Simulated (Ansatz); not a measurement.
A relaxation computed with Ansatz, from input to last step.

```yaml
crystal:
  lattice:
    - [5.1497940826, 0.0, 0.0]
    - [-2.5748970413, 4.4598524998, 0.0]
    - [0.0, 0.0, 8.7140111395]
  atoms:
    - { symbol: Si, position: [0.6666666667, 0.3333333333, 0.9372042215] }
    - { symbol: Si, position: [0.6666666667, 0.3333333333, 0.5627957785] }
    - { symbol: Si, position: [0.3333333333, 0.6666666667, 0.0627957785] }
    - { symbol: Si, position: [0.3333333333, 0.6666666667, 0.4372042215] }
    - { symbol: O, position: [0.0, 0.4173772555, 0.0] }
    - { symbol: O, position: [0.4173772555, 0.4173772555, 0.5] }
    - { symbol: O, position: [0.5826227445, 0.0, 0.5] }
    - { symbol: O, position: [0.5826227445, 0.5826227445, 0.0] }
    - { symbol: O, position: [0.0, 0.5826227445, 0.5] }
    - { symbol: O, position: [0.6666666667, 0.3333333333, 0.75] }
    - { symbol: O, position: [0.3333333333, 0.6666666667, 0.25] }
    - { symbol: O, position: [0.4173772555, 0.0, 0.0] }
basis:
  ecutwfc: 420
kpoints:
  mp_grid: { grid: [6, 6, 4] }
hamiltonian:
  xc: pbe
scf:
  occupations: { method: gaussian, width: 0.02 }
output:
  forces: true
  stress: true
  eigenvalues: true
relax:
  adjacent_minimum: "off"
  f_tol: 0.01
  max_steps: 30
  cell: { stress_tol: 0.1, fix: [volume] }
```

```bash
ansatz run input.yaml --threads 2 --pin off --max-ram 5120MiB --backend cpu --events-out ev --progress --plain --runs-dir out
```

These are results of Ansatz 0.2.0, DFT PBE, scalar-relativistic, plane waves, PAW, not measurements.

The volume is held at 1.03 times that of the relaxed cell.

Of 6 frames 5 are shown, positions in Å and forces in eV/Å; the SCF threshold varies from step to step. Steps run on the plane waves of an earlier cell, with a Pulay correction in the pressure. The basis is chosen afresh for the last frame, the zero of the energies, and at times for earlier ones too; energy and pressure can step there, also at an unchanged geometry. Where two frames share a geometry here, they differ by under 2 meV/atom and 0.3 GPa. The mark taken_back stands on steps that the optimiser undid.

```xyz
12
Lattice="5.1498 0.0000 0.0000 -2.5749 4.4599 0.0000 0.0000 0.0000 8.7140" Properties=species:S:1:pos:R:3:forces:R:3 pbc="T T T" step=1 free_energy_over_end_meV_per_atom=4.98 pressure_GPa=-4.14
Si    2.5749    1.4866    8.1668    0.0000    0.0000   -0.0097
Si    2.5749    1.4866    4.9042    0.0000    0.0000    0.0097
Si    0.0000    2.9732    0.5472    0.0000    0.0000    0.0097
Si    0.0000    2.9732    3.8098    0.0000    0.0000   -0.0097
O    -1.0747    1.8614    0.0000   -0.1280    0.2216    0.0000
O     1.0747    1.8614    4.3570    0.1280    0.2216    0.0000
O     3.0004    0.0000    4.3570   -0.2559    0.0000    0.0000
O     1.5002    2.5984    0.0000   -0.1280   -0.2216    0.0000
O    -1.5002    2.5984    4.3570    0.1280   -0.2216    0.0000
O     2.5749    1.4866    6.5355    0.0000    0.0000    0.0000
O     0.0000    2.9732    2.1785    0.0000    0.0000    0.0000
O     2.1494    0.0000    0.0000    0.2559    0.0000    0.0000
12
Lattice="5.1539 0.0000 0.0000 -2.5770 4.4634 0.0000 0.0000 0.0000 8.7000" Properties=species:S:1:pos:R:3:forces:R:3 pbc="T T T" step=2 free_energy_over_end_meV_per_atom=3.76 pressure_GPa=-3.73
Si    2.5770    1.4878    8.1543    0.0000    0.0000   -0.0027
Si    2.5770    1.4878    4.8958    0.0000    0.0000    0.0027
Si    0.0000    2.9756    0.5458    0.0000    0.0000    0.0027
Si    0.0000    2.9756    3.8043    0.0000    0.0000   -0.0027
O    -1.0807    1.8718    0.0000   -0.1107    0.1917    0.0000
O     1.0807    1.8718    4.3500    0.1107    0.1917    0.0000
O     2.9926    0.0000    4.3500   -0.2213    0.0000    0.0000
O     1.4963    2.5917    0.0000   -0.1107   -0.1917    0.0000
O    -1.4963    2.5917    4.3500    0.1107   -0.1917    0.0000
O     2.5770    1.4878    6.5250    0.0000    0.0000    0.0000
O     0.0000    2.9756    2.1750    0.0000    0.0000    0.0000
O     2.1613    0.0000    0.0000    0.2213    0.0000    0.0000
12
Lattice="5.1419 0.0000 0.0000 -2.5709 4.4530 0.0000 0.0000 0.0000 8.7408" Properties=species:S:1:pos:R:3:forces:R:3 pbc="T T T" step=3 free_energy_over_end_meV_per_atom=4.67 pressure_GPa=-0.98 taken_back
Si    2.5709    1.4843    8.1997    0.0000    0.0000   -0.9654
Si    2.5709    1.4843    4.9115    0.0000    0.0000    0.9654
Si    0.0000    2.9687    0.5411    0.0000    0.0000    0.9654
Si    0.0000    2.9687    3.8293    0.0000    0.0000   -0.9654
O    -1.1137    1.9289    0.0000    0.0518   -0.0897    0.0000
O     1.1137    1.9289    4.3704   -0.0518   -0.0897    0.0000
O     2.9146    0.0000    4.3704    0.1035    0.0000    0.0000
O     1.4573    2.5241    0.0000    0.0518    0.0897    0.0000
O    -1.4573    2.5241    4.3704   -0.0518    0.0897    0.0000
O     2.5709    1.4843    6.5556    0.0000    0.0000    0.0000
O     0.0000    2.9687    2.1852    0.0000    0.0000    0.0000
O     2.2273    0.0000    0.0000   -0.1035    0.0000    0.0000
12
Lattice="5.1610 0.0000 0.0000 -2.5805 4.4695 0.0000 0.0000 0.0000 8.6763" Properties=species:S:1:pos:R:3:forces:R:3 pbc="T T T" step=4 free_energy_over_end_meV_per_atom=1.20 pressure_GPa=-2.37
Si    2.5805    1.4898    8.1267    0.0000    0.0000    0.2741
Si    2.5805    1.4898    4.8878    0.0000    0.0000   -0.2741
Si    0.0000    2.9797    0.5497    0.0000    0.0000   -0.2741
Si    0.0000    2.9797    3.7885    0.0000    0.0000    0.2741
O    -1.0995    1.9045    0.0000   -0.0588    0.1018    0.0000
O     1.0995    1.9045    4.3382    0.0588    0.1018    0.0000
O     2.9619    0.0000    4.3382   -0.1175    0.0000    0.0000
O     1.4809    2.5651    0.0000   -0.0588   -0.1018    0.0000
O    -1.4809    2.5651    4.3382    0.0588   -0.1018    0.0000
O     2.5805    1.4898    6.5072    0.0000    0.0000    0.0000
O     0.0000    2.9797    2.1691    0.0000    0.0000    0.0000
O     2.1991    0.0000    0.0000    0.1175    0.0000    0.0000
12
Lattice="5.1705 0.0000 0.0000 -2.5853 4.4778 0.0000 0.0000 0.0000 8.6443" Properties=species:S:1:pos:R:3:forces:R:3 pbc="T T T" step=6 free_energy_over_end_meV_per_atom=0.00 pressure_GPa=-1.03
Si    2.5853    1.4926    8.1025    0.0000    0.0000    0.0010
Si    2.5853    1.4926    4.8640    0.0000    0.0000   -0.0010
Si    0.0000    2.9852    0.5419    0.0000    0.0000   -0.0010
Si    0.0000    2.9852    3.7803    0.0000    0.0000    0.0010
O    -1.1198    1.9396    0.0000   -0.0023    0.0040    0.0000
O     1.1198    1.9396    4.3222    0.0023    0.0040    0.0000
O     2.9308    0.0000    4.3222   -0.0046    0.0000    0.0000
O     1.4654    2.5382    0.0000   -0.0023   -0.0040    0.0000
O    -1.4654    2.5382    4.3222    0.0023   -0.0040    0.0000
O     2.5853    1.4926    6.4832    0.0000    0.0000    0.0000
O     0.0000    2.9852    2.1611    0.0000    0.0000    0.0000
O     2.2397    0.0000    0.0000    0.0046    0.0000    0.0000
```

The run took 47 s on 2 threads of Intel(R) Xeon(R) Platinum 8259CL CPU @ 2.50GHz (Skylake/Cascade Lake), with other jobs on the host, peak memory 0.56 GiB.